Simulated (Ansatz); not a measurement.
# TaN: LAPW beside PAW

Does the method matter for TaN? The same cell, functional and mesh are run with all-electron LAPW, PAW on the default files and datasets made for this crystal.

Program: Ansatz 0.2.0. Level of theory: DFT PBE, scalar-relativistic. These are calculated values, not measurements.

### 1 The structure to begin with

Symmetry: P6/mmm, No. 191, hexagonal system. The conventional cell has a = 5.185 Å, b = 5.185 Å, c = 2.908 Å, α = 90.00°, β = 90.00°, γ = 120.00°. Ta (site symmetry 6/mmm) has 6 N at 2.59 Å and 2 Ta at 2.91 Å as nearest neighbours. Around Ta (site symmetry -6m2) lie 6 N at 2.09 Å. N (site symmetry mmm) is surrounded by 6 Ta at 2.09 to 2.59 Å.

Structure file:

```xyz
6
Lattice="5.1850 0.0000 0.0000 -2.5925 4.4903 0.0000 0.0000 0.0000 2.9080" Properties=species:S:1:pos:R:3 pbc="T T T"
Ta    0.0000    0.0000    0.0000
Ta    0.0000    2.9936    1.4540
Ta    2.5925    1.4968    1.4540
N     2.5925    0.0000    0.0000
N     1.2962    2.2452    0.0000
N    -1.2962    2.2452    0.0000
```

The geometry is a database entry used as it stands. It may stem from high pressure or temperature, or be incomplete, so it serves as a test cell.

Atoms are numbered in the order of the input: Ta1, Ta2, Ta3, N4, N5, N6.

### 2 All-electron LAPW

Input file input.yaml:

```yaml
crystal:
  lattice:
    - [5.1849992558, 0.0, 0.0]
    - [-2.5924996279, 4.4903410741, 0.0]
    - [0.0, 0.0, 2.908]
  atoms:
    - { symbol: Ta, position: [0.0, 0.0, 0.0] }
    - { symbol: Ta, position: [0.3333333333, 0.6666666667, 0.5] }
    - { symbol: Ta, position: [0.6666666667, 0.3333333333, 0.5] }
    - { symbol: "N", position: [0.5, 0.0, 0.0] }
    - { symbol: "N", position: [0.5, 0.5, 0.0] }
    - { symbol: "N", position: [0.0, 0.5, 0.0] }
kpoints:
  mp_grid: { grid: [6, 6, 9] }
  band_path:
    path:
      - [0.0, 0.0, 0.0]
      - [0.5, 0.0, 0.0]
      - [0.3333333333, 0.3333333333, 0.0]
      - [0.0, 0.0, 0.0]
      - [0.0, 0.0, 0.5]
      - [0.5, 0.0, 0.5]
      - [0.3333333333, 0.3333333333, 0.5]
      - [0.0, 0.0, 0.5]
      - [0.5, 0.0, 0.5]
    npoints: 8
scf:
  occupations: { method: fermi_dirac, width: 0.02 }
hamiltonian:
  xc: pbe
  pseudopotentials: { kind: all_electron, lapw: { basis_error: 0.0005 } }
output:
  forces: true
  stress: true
  eigenvalues: true
  populations: true
  dos: { projected: true, de: 0.2, e_range: [-14, 8] }
```

### 3 PAW on the default files

Changes to input.yaml since step 2:

```diff
@@ -30,3 +30,3 @@
   xc: pbe
-  pseudopotentials: { kind: all_electron, lapw: { basis_error: 0.0005 } }
+  pseudopotentials: { kind: paw }
 output:
@@ -35,3 +35,5 @@
   eigenvalues: true
+  efg: { contact_densities: true }
   populations: true
+  bader: true
   dos: { projected: true, de: 0.2, e_range: [-14, 8] }
```

### 4 Datasets made for this crystal

Changes to input.yaml since step 3:

```diff
@@ -30,3 +30,3 @@
   xc: pbe
-  pseudopotentials: { kind: paw }
+  pseudopotentials: { kind: all_electron, datasets: crystal }
 output:
@@ -36,4 +36 @@
   efg: { contact_densities: true }
-  populations: true
-  bader: true
-  dos: { projected: true, de: 0.2, e_range: [-14, 8] }
```

(Steps that only read results are left out.)

Before running it: what results should come out? Wanted: pressure; gap; Bader charges.

**Answer**, as computed:

```
           quantity                                              value
           pressure  LAPW 10.35, PAW 10.31, crystal datasets 10.35 GPa
         gap (LAPW)                                               none
Bader charges (PAW)                   Ta1 +0.78, Ta2 +2.14, N4 -1.69 e
```

What this shows: At this geometry the cell is under compression of 10.4 GPa, so it would expand if let go. There is no gap at this level; the crystal is a metal here. Ta 5d carries the largest share, 80 %, of the projected states within 0.3 eV of the Fermi level. The projection holds only the free atom's occupied shells (Ta 6s, Ta 5d, N 2s, N 2p in this range). The field gradient at Ta1, the largest by crystal datasets, is -47.56 by PAW and -47.47 by crystal datasets (10²¹ V/m²), within 5 %. Spin–orbit coupling is left out, which moves gradients at and beside heavy atoms by some per cent and at worst by a factor of two. PAW lies -0.04 GPa from LAPW in pressure. The price, with the outputs that each input asks for: 70 s for LAPW against 37 s for PAW, about 1.9 to one. Spin-orbit coupling is left out, though the cell holds Ta; in elements this heavy it can shift bands and gaps by tenths of an eV.
